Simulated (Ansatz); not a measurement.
TiO2: how the free axis answers a strain

TiO2, I4_1/amd, a = 3.818 Å, c = 9.775 Å. The compound has several low-lying forms, and this is one of them. Ansatz: PBE+U, PAW, 420 eV, Γ-centred 6×6×4 mesh on 12 atoms, Gaussian smearing 0.02 eV; U_eff Ti 4.00 eV; no spin polarisation. Series: biaxial strain in the a-b plane, c and atoms relaxed; x is the strain in per cent. y is the change of c in per cent of 9.775 Å.

```tsv
x (%)	y (%)
-4.5	6.83
-3.0	4.36
-1.5	2.07
0.0	0.00
1.5	-1.78
3.0	?
```

Question: Fit y = c1 x + c2 x² to the other rows, say what c1 measures, and predict the missing y.

Answer: Least squares on the rows shown. y = −1.284 x + 0.05282 x². With no stress along c, c1 = −2C13/C33 = -1.284. At x = 3.0 the fit asked for gives -3.38 %. The run gave -3.33 %, so the fit is 0.05 % too low, within twice the rms miss on the fitted rows (0.03 %). The form still works here, 25 % of the fitted range beyond its end.